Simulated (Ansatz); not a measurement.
**La₂O₃: frozen-core PAW against all-electron methods**

```yaml
crystal:
  lattice:
    - [3.93000, 0.00000, 0.00000]
    - [-1.96500, 3.40348, 0.00000]
    - [0.00000, 0.00000, 6.12000]
  atoms:
    - { symbol: La, position: [0.33333, 0.66667, 0.25000] }
    - { symbol: La, position: [0.66667, 0.33333, 0.75000] }
    - { symbol: O, position: [0.25000, 0.25000, 0.00000] }
    - { symbol: O, position: [0.75000, 0.00000, 0.00000] }
    - { symbol: O, position: [0.00000, 0.75000, 0.00000] }
```

Atom numbers follow the list: La1, La2, O3, O4, O5.

The geometry is COD entry 1010278, unchecked; take it as a test cell. It is an old determination, and later ones may differ.

No spin–orbit coupling, which matters for the heavy atoms here.

All numbers are computed: DFT, PBEsol, PAW with Ansatz's default frozen-core files, scalar-relativistic (Ansatz 0.2.0); DFT, PBEsol, all-electron PAW with datasets made for the crystal, scalar-relativistic (Ansatz 0.2.0); DFT, PBEsol, all-electron LAPW, scalar-relativistic (Ansatz 0.2.0).

For PAW: a Γ-centred 6×6×4 k mesh, Fermi–Dirac smearing of 0.02 eV, cutoff 420 eV, no spin polarisation; the PAW files were made with PBE, and the program remakes their frozen cores for this functional; the mesh is coarse along some axis. The crystal-made all-electron datasets (AE datasets) take a cutoff of 520 eV at this cell. LAPW targets a basis error of 1 meV/atom. The Ansatz runs share mesh, smearing and spin set-up. Plane-wave (PAW) pressures include the program's estimate of the Pulay term.

Stress and pressure are positive in compression.

Levels count from the Fermi level.

| quantity | PAW | AE datasets | LAPW |
| --- | --- | --- | --- |
| pressure (GPa) | 36.32 | 36.24 | 36.24 |
| stress xx (GPa) | 47.62 | 47.55 | 47.55 |
| stress zz (GPa) | 13.72 | 13.62 | 13.62 |
| force on La1, z (eV/Å) | 0.909 | 0.884 | 0.883 |
| force on O3, y (eV/Å) | 6.533 | 6.532 | 6.532 |
| highest filled level at L (eV) | -0.107 | -0.107 | -0.107 |
| lowest empty level at L (eV) | 0.565 | 0.565 | 0.565 |
| highest filled level at Γ (eV) | -1.359 | -1.363 | -1.363 |
| lowest empty level at Γ (eV) | 0.781 | 0.780 | 0.780 |

PAW's pressure differs from the LAPW value by +0.08 GPa.
